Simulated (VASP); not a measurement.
The system is BN.

```xyz
2
Lattice="1.2511 0.7223 3.3729 -1.2511 0.7223 3.3729 0.0000 -1.4447 3.3729" Properties=species:S:1:pos:R:3 pbc="T T T"
N     0.0000    0.0000    6.7517
B     0.0000    0.0000    0.0033
```

The cell is a database's computed one.

| Quantity | Value |
| --- | --- |
| Program | VASP 6.6.1 |
| Task | relaxation of cell and atoms |
| Functional | PBEsol |
| Dispersion | D3(BJ) |
| Potentials or basis | VASP PAW PBE potentials, release 64 (N, B) |
| Cutoff | 600 eV |
| k mesh | 12 × 12 × 12 |
| Occupations | fermi-dirac, width 0.05 eV |
| Spin | no spin polarisation |

At the start: pressure -0.9 GPa; volume 9.14 Å³/atom.

**Question.** Where does the relaxation end?

**Answer.** Over 17 steps the energy falls by 3.4 meV/atom and the volume is 8.55 Å³/atom (-6.5 %); space group R3m (No. 160, to 0.05 Å).

Step by step:
```
step  energy change (eV)  largest force (eV/Å)  pressure (GPa)  volume (Å³)
   1              0.0000                0.0027           -0.88        18.29
   2             -0.0007                0.0020            0.24        18.16
   3             -0.0008                0.0035            0.57        18.11
   4             -0.0011                0.0046            0.51        18.09
   5             -0.0020                0.0078            0.32        18.00
   6             -0.0037                0.0148           -0.05        17.84
   7             -0.0058                0.0299           -0.83        17.51
   8             -0.0042                0.0685           -2.24        16.85
   9             -0.0063                0.0398           -1.25        17.32
  10             -0.0067                0.0302           -0.33        17.16
  11             -0.0067                0.0287           -0.23        17.14
  12             -0.0067                0.0260            0.06        17.09
  13             -0.0067                0.0268           -0.05        17.10
  14             -0.0067                0.0266           -0.02        17.10
  15             -0.0067                0.0263            0.01        17.09
  16             -0.0068                0.0156           -0.01        17.10
  17             -0.0068                0.0029           -0.03        17.10
```

Final structure:
```
N B
1.0
     1.25043    0.72194    3.15760
    -1.25043    0.72194    3.15760
     0.00000   -1.44387    3.15760
N B
1 1
Direct
  0.66738 0.66738 0.66738
  0.00018 0.00018 0.00018
```

Caveat: the PAW data sets were made with another functional, which shifts forces and pressure a little.
